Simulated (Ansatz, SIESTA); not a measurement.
**Bi2TeSe2: 3 runs at one level of theory**

```
CELL_PARAMETERS angstrom
2.09150 1.20753 9.71233
-2.09150 1.20753 9.71233
0.00000 -2.41506 9.71233
ATOMIC_POSITIONS crystal
Bi 0.60885 0.58687 0.61033
Bi 0.39785 0.39883 0.39686
Te 0.00654 0.99197 0.00597
Se 0.79239 0.78605 0.78271
Se 0.23706 0.21077 0.19143
```

Atoms were shifted at random by some hundredths of an Å from the given cell, which wasn't relaxed again for these runs.

Alike in all runs: task single point; functional PBEsol; k mesh 7 × 7 × 7; occupations fermi-dirac, width 0.05 eV; no spin polarisation; no spin-orbit coupling. Pressure is positive in compression and, in plane waves, holds the error of the finite cutoff, which Ansatz's Pulay term estimates and takes out.

| program and potentials | plane-wave cutoff (eV) | notes | pressure (GPa) | largest force (eV/Å) | energy over the undisturbed cell (meV/atom) |
| --- | --- | --- | --- | --- | --- |
| Ansatz, Ansatz PAW | 420 | potentials made for PBE, which Ansatz adapts in part; Pulay term of +0.03 GPa included | 2.58 | 1.820 | 0.74 |
| SIESTA, files PseudoDojo sr-pbesol-0.4.1-standard, DZP (energy shift 0.003 Ry; two zetas on semicore shells) | - | atomic basis | 4.14 | 1.648 | 5.54 |
| Ansatz, all-electron LAPW, scalar-relativistic | - | - | 2.60 | 1.821 | - |

Force on atom 2 (Bi), eV/Å:

| program and potentials | x | y | z |
| --- | --- | --- | --- |
| Ansatz, Ansatz PAW | 0.091 | -0.093 | 1.815 |
| SIESTA, files PseudoDojo sr-pbesol-0.4.1-standard, DZP (energy shift 0.003 Ry; two zetas on semicore shells) | 0.116 | -0.089 | 1.641 |
| Ansatz, all-electron LAPW, scalar-relativistic | 0.091 | -0.093 | 1.816 |

The pressure spans 2.58 (Ansatz, Ansatz PAW) to 4.14 GPa (SIESTA, files PseudoDojo sr-pbesol-0.4.1-standard, DZP (energy shift 0.003 Ry; two zetas on semicore shells)), with all-electron results at 2.60. Rows in atomic bases carry the error of their basis and grid, which can be large.

The functional is the same throughout but for its coding, so the spread measures potentials, basis and numerics; runs on potential files found faulty are left out.
